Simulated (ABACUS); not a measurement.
# GaN (F-43m) in ABACUS: reference runs

How does GaN come out in PBE? The cell is run as given and disturbed.

Everything below comes from runs of ABACUS 3.10.1. Logs are shortened: lines on timing, memory, paths and dates and some standing lists are left out, and cuts for length are marked.

**The experiment to reproduce.**

From a printed reference work, textbook, for a bulk crystal of GaN at 0 K: band gap 3.299 eV (direct).

How close the calculation comes is told below.

### Step 1. The crystal as given

Symmetry: F-43m, No. 216, cubic system. Conventional cell: a = 4.507 Å, b = 4.507 Å, c = 4.507 Å, α = 90.00°, β = 90.00°, γ = 90.00°. Ga (site symmetry -43m) has 4 N at 1.95 Å as nearest neighbours. N (site symmetry -43m) has 4 Ga at 1.95 Å as nearest neighbours.

The cell is a database's computed one.

### Step 2. Single point, PBE

INPUT

```
INPUT_PARAMETERS
suffix              GaN
calculation         scf
basis_type          pw
pseudo_dir          ./
symmetry            1
dft_functional      pbe
ecutwfc             84
pseudo_rcut         10
nspin               1
nbands              13
ks_solver           dav
smearing_method     fd
smearing_sigma      0.00367493
scf_thr             1e-08
scf_nmax            100
mixing_type         broyden
mixing_beta         0.7
cal_force           1
cal_stress          1
out_chg             1
out_pot             2
out_elf             1
```

STRU

```
ATOMIC_SPECIES
Ga 69.7230 Ga.upf
N 14.0070 N.upf

LATTICE_CONSTANT
1.8897261246

LATTICE_VECTORS
0.0000000000 2.2535006075 2.2535006075
2.2535006075 0.0000000000 2.2535006075
2.2535006075 2.2535006075 0.0000000000

ATOMIC_POSITIONS
Direct

Ga
0.0
1
0.0000000000 0.0000000000 0.0000000000 1 1 1

N
0.0
1
0.2500000000 0.2500000000 0.2500000000 1 1 1
```

KPT

```
K_POINTS
0
Gamma
10 10 10 0 0 0
```

Potentials or basis: PseudoDojo NC SR 0.4.1 PBE standard, plane waves.

On the command line:

```console
> OMP_NUM_THREADS=1 mpirun -np 4 abacus > log
```

running log:

```text
ABACUS v3.10.1

               Atomic-orbital Based Ab-initio Computation at UStc

 ------------------------------------------------------------------------------------

 READING GENERAL INFORMATION
                           global_out_dir = OUT.GaN/
                           global_in_card = INPUT
                               pseudo_dir = ./
                              orbital_dir =
                                    DSIZE = 4
                                    GSIZE = 1

 READING UNITCELL INFORMATION
                                    ntype = 2
                  lattice constant (Bohr) = 1.88973
              lattice constant (Angstrom) = 1

 READING ATOM TYPE 1
                               atom label = Ga
                      L=0, number of zeta = 1
                      L=1, number of zeta = 1
                      L=2, number of zeta = 1
             number of atom for this type = 1

 READING ATOM TYPE 2
                               atom label = N
                      L=0, number of zeta = 1
                      L=1, number of zeta = 1
                      L=2, number of zeta = 1
             number of atom for this type = 1

                        TOTAL ATOM NUMBER = 2
DIRECT COORDINATES
    atom                   x                   y                   z     mag                  vx                  vy                  vz
taud_Ga1            0.0000000000        0.0000000000        0.0000000000  0.0000        0.0000000000        0.0000000000        0.0000000000
taud_N1            0.2500000000        0.2500000000        0.2500000000  0.0000        0.0000000000        0.0000000000        0.0000000000

                          Volume (Bohr^3) = 154.454
                             Volume (A^3) = 22.8877

 Lattice vectors: (Cartesian coordinate: in unit of a_0)
                   +0             +2.2535             +2.2535
              +2.2535                  +0             +2.2535
              +2.2535             +2.2535                  +0
 Reciprocal vectors: (Cartesian coordinate: in unit of 2 pi/a_0)
            -0.221877           +0.221877           +0.221877
            +0.221877           -0.221877           +0.221877
            +0.221877           +0.221877           -0.221877
 The esolver type has been set to : ksdft_pw

                PAO radial cut off (Bohr) = 10

 Read in pseudopotential file is Ga.upf
                     pseudopotential type = NC
          exchange-correlation functional = PBE
                 nonlocal core correction = 1
                        valence electrons = 13
                                     lmax = 2
                           number of zeta = 3
                     number of projectors = 6
                           L of projector = 0
[... 5 lines left out ...]
                PAO radial cut off (Bohr) = 10

 Read in pseudopotential file is N.upf
                     pseudopotential type = NC
          exchange-correlation functional = PBE
                 nonlocal core correction = 1
                        valence electrons = 5
                                     lmax = 1
                           number of zeta = 2
                     number of projectors = 4
                           L of projector = 0
                           L of projector = 0
                           L of projector = 1
                           L of projector = 1
     initial pseudo atomic orbital number = 13

 SETUP THE ELECTRONS NUMBER
            electron number of element Ga = 13
      total electron number of element Ga = 13
             electron number of element N = 5
       total electron number of element N = 5
            AUTOSET number of electrons:  = 18
                           occupied bands = 9
                                   NBANDS = 13
                                   NLOCAL = 18

%%%%%%%%%%%%%%%%%%%%%%%%%%%%%%%%%%%%%%%%%%%%%%%%%%%%%%%%%%%%%%%%%%%%%%%%%%%%%%%%%%%%%%%%%%%%%%%%%%%%%%%%%%
 Warning: the number of valence electrons in pseudopotential > 3 for Ga: [Ar] 3d10 4s2 4p1
 Pseudopotentials with additional electrons can yield (more) accurate outcomes, but may be less efficient.
 If you're confident that your chosen pseudopotential is appropriate, you can safely ignore this warning.
%%%%%%%%%%%%%%%%%%%%%%%%%%%%%%%%%%%%%%%%%%%%%%%%%%%%%%%%%%%%%%%%%%%%%%%%%%%%%%%%%%%%%%%%%%%%%%%%%%%%%%%%%%

 SETUP THE PLANE WAVE BASIS
 energy cutoff for charge/potential (unit:Ry) = 336
            fft grid for charge/potential = [ 36, 36, 36 ]
                        fft grid division = [ 1, 1, 1 ]
        big fft grid for charge/potential = [ 36, 36, 36 ]
                                     nbxx = 11664
                                     nrxx = 11664

 SETUP PLANE WAVES FOR CHARGE/POTENTIAL
                    number of plane waves = 16145
                         number of sticks = 847

 PARALLEL PW FOR CHARGE/POTENTIAL
     PROC   COLUMNS(POT)             PW
        1            211           4035
        2            212           4037
        3            212           4036
        4            212           4037
 --------------- sum -------------------
        4            847          16145
                            number of |g| = 207
                                  max |g| = 30.3253
                                  min |g| = 0.147688

----------- Double Check Mixing Parameters Begin ------------
mixing_type: broyden
mixing_beta: 0.7
mixing_gg0: 1
mixing_gg0_min: 0.1
mixing_ndim: 8
----------- Double Check Mixing Parameters End ------------

[... 22 lines left out ...]
                        ROTATION MATRICES = 48
              PURE POINT GROUP OPERATIONS = 24
                   SPACE GROUP OPERATIONS = 24
                                       C2 = 3
                                       C3 = 8
                                       C4 = 0
                                       C6 = 0
                                       S1 = 6
                                       S3 = 0
                                       S4 = 6
                                       S6 = 0
                              POINT GROUP = T_d
                                       C2 = 3
                                       C3 = 8
                                       C4 = 0
                                       C6 = 0
                                       S1 = 6
                                       S3 = 0
                                       S4 = 6
                                       S6 = 0
               POINT GROUP IN SPACE GROUP = T_d

 SETUP K-POINTS
                                    nspin = 1
                   Input type of k points = Monkhorst-Pack(Gamma)
                                   nkstot = 1000
                       right hand lattice = 1
(for reciprocal lattice: )
                             BRAVAIS TYPE = 2
                     BRAVAIS LATTICE NAME = 02. Cubic I (body-centered)
                                    ibrav = 2
                       right hand lattice = 1
(for k-lattice: )
                             BRAVAIS TYPE = 2
                     BRAVAIS LATTICE NAME = 02. Cubic I (body-centered)
                                    ibrav = 2
                       right hand lattice = 1
                        ROTATION MATRICES = 48
                               nkstot_ibz = 47
K-POINTS REDUCTION ACCORDING TO SYMMETRY
     IBZ    DIRECT_X    DIRECT_Y    DIRECT_Z  WEIGHT  ibz2bz
       1  0.00000000  0.00000000  0.00000000  0.0010       0
       2  0.10000000  0.10000000  0.10000000  0.0080       1
       3  0.20000000  0.20000000  0.20000000  0.0080       2
       4  0.30000000  0.30000000  0.30000000  0.0080       3
       5  0.40000000  0.40000000  0.40000000  0.0080       4
       6  0.50000000  0.50000000  0.50000000  0.0040       5
[... 22 lines left out ...]
      29  0.50000000  0.50000000  0.10000000  0.0240      45
      30 -0.20000000  0.40000000  0.40000000  0.0120      46
[... 17 further k points ...]

                               nkstot now = 47
[... K-POINTS DIRECT COORDINATES: 47 rows ...]

           k-point number in this process = 47
       minimum distributed K point number = 47
[... stars of the k points ...]

[... K-POINTS CARTESIAN COORDINATES: 47 rows ...]

[... K-POINTS DIRECT COORDINATES: 47 rows ...]

 SETUP PLANE WAVES FOR WAVE FUNCTIONS
     energy cutoff for wavefunc (unit:Ry) = 84
              fft grid for wave functions = [ 36, 36, 36 ]
                    number of plane waves = 2733
                         number of sticks = 253

 PARALLEL PW FOR WAVE FUNCTIONS
     PROC   COLUMNS(POT)             PW
        1             64            686
        2             63            682
        3             63            683
        4             63            682
 --------------- sum -------------------
        4            253           2733

 SETUP NONLOCAL PSEUDOPOTENTIALS IN PLANE WAVE BASIS
 Ga non-local projectors:
 projector 1 L=0
 projector 2 L=0
 projector 3 L=1
 projector 4 L=1
 projector 5 L=2
 projector 6 L=2
 N non-local projectors:
 projector 1 L=0
 projector 2 L=0
 projector 3 L=1
 projector 4 L=1
      TOTAL NUMBER OF NONLOCAL PROJECTORS = 26

 Init Non-Local PseudoPotential table :
 Init Non-Local-Pseudopotential done.

                                     npwx = 513

 Make real space PAO into reciprocal space.
       max mesh points in Pseudopotential = 1001
     dq(describe PAO in reciprocal space) = 0.01
                                    max q = 1104

 number of pseudo atomic orbitals for Ga is 3
WARNING: norm of atomic wavefunction # 2 of atomic type Ga is 0.999997, renormalized
WARNING: norm of atomic wavefunction # 3 of atomic type Ga is 0.998668, renormalized

 number of pseudo atomic orbitals for N is 2
WARNING: norm of atomic wavefunction # 2 of atomic type N is 0.999999, renormalized

 -------------------------------------------
 SELF-CONSISTENT
 -------------------------------------------
                                 init_chg = atomic

 PW ALGORITHM --------------- ION=   1  ELEC=   1--------------------------------

 Density error is 0.518213471621
                          Error Threshold = 0.01
----------------------------------------------------------
     Energy           Rydberg                 eV
----------------------------------------------------------
 E_KohnSham     -173.5481591834      -2361.2438423058
 E_Harris       -173.6329092719      -2362.3969264143
 E_Fermi        0.7405956103         10.0763202141
----------------------------------------------------------
[... 87 lines left out ...]
 Density error is 2.51036719057e-10
                          Error Threshold = 5.82678842836e-11
----------------------------------------------------------
     Energy           Rydberg                 eV
----------------------------------------------------------
 E_KohnSham     -173.7598231562      -2364.1236783968
 E_KS(sigma->0) -173.7598231562      -2364.1236783967
 E_Harris       -173.7598881801      -2364.1245630927
 E_band         0.7750887999         10.5456241343
 E_one_elec     -52.6245451637       -715.9936688843
 E_Hartree      43.6739512258        594.2145908451
 E_xc           -48.1349121021       -654.9090773180
 E_Ewald        -116.6743171162      -1587.4355230394
 E_entropy(-TS) -0.0000000000        -0.0000000002
 E_descf        0.0000000000         0.0000000000
 E_exx          0.0000000000         0.0000000000
 E_Fermi        0.8449422355         11.4960288843
----------------------------------------------------------

 charge density convergence is achieved
 final etot is -2364.1236784 eV
 EFERMI = 11.496028884 eV
The vacuum level is 11.841545336 eV

 STATE ENERGY(eV) AND OCCUPATIONS    NSPIN == 1
 1/47 kpoint (Cartesian) = 0.0000 0.0000 0.0000 (498 pws)
       1       -5.31576     0.00200000
       2       -2.97547     0.00200000
       3       -2.97547     0.00200000
       4       -2.97547     0.00200000
       5       -2.66895     0.00200000
       6       -2.66895     0.00200000
       7        10.5899     0.00200000
       8        10.5899     0.00200000
       9        10.5899     0.00200000
      10        12.3486    7.86962e-11
      11        20.9456    1.67132e-85
      12        20.9456    1.67132e-85
      13        20.9456    1.67132e-85
[... 61 lines left out ...]
 6/47 kpoint (Cartesian) = 0.11094 0.11094 0.11094 (495 pws)
       1       -4.46576     0.00800000
       2       -2.89128     0.00800000
       3       -2.89128     0.00800000
       4       -2.62121     0.00800000
       5       -2.62121     0.00800000
       6       -1.36272     0.00800000
       7        3.57024     0.00800000
       8        9.62668     0.00800000
       9        9.62668     0.00800000
      10        15.2634    1.51444e-35
      11        19.3254    7.91191e-71
      12        20.9927    2.60869e-85
      13        20.9927    2.60869e-85

[... levels at 41 further k points ...]

------------------------------------------------------------------------------------------
 TOTAL-FORCE (eV/Angstrom)
------------------------------------------------------------------------------------------
                       Ga1         0.0000000000         0.0000000000         0.0000000000
                        N1         0.0000000000         0.0000000000         0.0000000000
------------------------------------------------------------------------------------------

----------------------------------------------------------------
 TOTAL-STRESS (KBAR)
----------------------------------------------------------------
        51.8487132218         0.0000000000        -0.0000000000
        -0.0000000000        51.8487132218         0.0000000000
        -0.0000000000         0.0000000000        51.8487132218
----------------------------------------------------------------
 TOTAL-PRESSURE: 51.848713 KBAR

 --------------------------------------------
 !FINAL_ETOT_IS -2364.1236783967665360 eV
 --------------------------------------------
```

Wall time 4.7 s (4 MPI ranks of Intel Xeon 6975P-C (Granite Rapids), shared host); peak memory 0.24 GiB.

What came out:

* Free energy: -2364.1237 eV
* Pressure: 5.2 GPa
* Band gap on the k mesh: 1.76 eV, direct

(Part 1 of 2 ends here.)
